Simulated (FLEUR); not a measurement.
Crystal: KCl.

```xyz
2
Lattice="3.8392 0.0000 0.0000 0.0000 3.8392 0.0000 0.0000 0.0000 3.8392" Properties=species:S:1:pos:R:3 pbc="T T T"
K     0.0000    0.0000    0.0000
Cl    1.9196    1.9196    1.9196
```

Measurements of this composition are mostly on another form, of space group No. 225.

```yaml
Program: FLEUR MaX-R8.1 (patched build s14)
Task: single point
Functional: PBE
Potentials_or_basis: all-electron
Basis: FLAPW
Kmax: 3.8 1/bohr
k_mesh: 7 × 7 × 7
Occupations: fermi-dirac, width 0.05 eV
Spin: no spin polarisation
Gmax: 11.8 1/bohr
Muffin-tin_radii: K 2.66, Cl 2.66 bohr
lmax: K 11, Cl 11
Local_orbitals_a_species: K 5, Cl 4
Max_iterations: 60
Mixing_factor: 0.05
Mixer: Anderson
Mixer_history: 15
Density_convergence: 1e-05 me/bohr^3
```

On this cell: largest force zero by symmetry; band gap on the k mesh 4.82 eV, indirect (least direct gap 5.00 eV).

The same run follows on a disturbed copy (atoms moved at random, drawn with an rms of 0.05 Å):

```
K Cl
1.0
     3.83920    0.00000    0.00000
     0.00000    3.83920    0.00000
     0.00000    0.00000    3.83920
K Cl
1 1
Direct
  0.98999 0.00563 0.00820
  0.49173 0.49777 0.50063
```

Problem. What does the disturbed cell give?

Solution. The energy moves by +0.3 meV/atom; largest force 0.027 eV/Å; band gap on the k mesh 4.82 eV, indirect (least direct gap 5.00 eV).

Forces on the atoms (eV/Å):
```
K    0.005 -0.018 -0.018
Cl  -0.004  0.019  0.018
```

Caveats: an odd mesh through Γ misses points on the zone boundary, where band edges often lie.
